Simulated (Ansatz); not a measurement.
# BN (hexagonal boron nitride): the cost of one run

Computed with Ansatz 0.2.0 (DFT r2SCAN+rVV10, scalar-relativistic, plane waves, PAW, unless a step's input says otherwise).

**1. Starting point**

Symmetry: P6_3/mmc, No. 194, hexagonal system. The conventional cell has a = 2.504 Å, b = 2.504 Å, c = 6.661 Å, α = 90.00°, β = 90.00°, γ = 120.00°. B (site symmetry -6m2) has 3 N at 1.45 Å as nearest neighbours. N (site symmetry -6m2) is surrounded by 3 B at 1.45 Å.

Coordinates:

```
B N
1.0
     2.50400    0.00000    0.00000
    -1.25200    2.16853    0.00000
     0.00000    0.00000    6.66100
B N
2 2
Direct
  0.33333 0.66667 0.25000
  0.66667 0.33333 0.75000
  0.66667 0.33333 0.25000
  0.33333 0.66667 0.75000
```

**2. Relaxing cell and atoms: BN (hexagonal boron nitride), no spin**

Contents of input.yaml:

```yaml
crystal:
  lattice:
    - [2.504, 0.0, 0.0]
    - [-1.252, 2.1685276111, 0.0]
    - [0.0, 0.0, 6.661]
  atoms:
    - { symbol: B, position: [0.3333333333, 0.6666666667, 0.25] }
    - { symbol: "N", position: [0.6666666667, 0.3333333333, 0.25] }
    - { symbol: "N", position: [0.3333333333, 0.6666666667, 0.75] }
    - { symbol: B, position: [0.6666666667, 0.3333333333, 0.75] }
scf:
  occupations: { method: fixed }
output:
  forces: true
  stress: true
  eigenvalues: true
  write_density: true
  write_potential: true
  elf: true
  volumetric_format: npy
hamiltonian:
  xc: r2scan
  dispersion: rvv10
kpoints:
  mp_grid: { grid: [12, 12, 4] }
basis:
  ecutwfc: 560
relax:
  f_tol: 0.002
  max_steps: 60
  cell: { stress_tol: 0.005 }
```

Launch:

```
> ansatz run input.yaml --threads 4 --pin off --max-ram 8192MiB --backend cpu --events-out ev --progress --plain --runs-dir out
```

What time and memory should one allow on 4 threads of Arm Neoverse N1, shared host?

About 19 s, with a peak of 0.52 GiB.
